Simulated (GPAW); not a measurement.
The system is WC (Qusongite).

```
CELL_PARAMETERS angstrom
2.90650 0.00000 0.00000
-1.45325 2.51710 0.00000
0.00000 0.00000 2.83660
ATOMIC_POSITIONS crystal
W 0.00000 0.00000 0.00000
C 0.66667 0.33333 0.50000
```

| Quantity | Value |
| --- | --- |
| Program | GPAW 26.7.0 |
| Task | relaxation of cell and atoms |
| Functional | PBEsol |
| Dispersion | D3 |
| Potentials or basis | PAW data sets generated in the run's folder for this functional |
| Cutoff | 800 eV |
| Basis | pw |
| k mesh | 9 × 9 × 8 |
| Occupations | fermi-dirac, width 0.05 eV |
| Spin | no spin polarisation |

At the start: pressure -7.7 GPa; volume 10.38 Å³/atom.

**Question.** Where does the relaxation end?

**Answer.** Over 5 steps the energy falls by 4.6 meV/atom and the volume is 10.18 Å³/atom (-1.9 %); space group P-6m2 (No. 187, to 0.05 Å).

The path:
```csv
step,energy change (eV),largest force (eV/Å),pressure (GPa),volume (Å³)
1,0.0000,0.0000,-7.69,20.75
2,-0.0074,0.0000,-3.51,20.53
3,-0.0092,0.0000,0.07,20.35
4,-0.0092,0.0000,0.02,20.35
5,-0.0092,0.0000,-0.01,20.35
```

Final structure:
```yaml
crystal:
  lattice:
    - [2.88639, 0.00000, 0.00000]
    - [-1.44319, 2.49968, 0.00000]
    - [0.00000, 0.00000, 2.82096]
  atoms:
    - { symbol: W, position: [0.00000, 0.00000, 0.00000] }
    - { symbol: C, position: [0.66667, 0.33333, 0.50000] }
```

Caveat: later steps reuse the first step's grids; pairwise dispersion overbinds metals, which lowers pressure and volume.
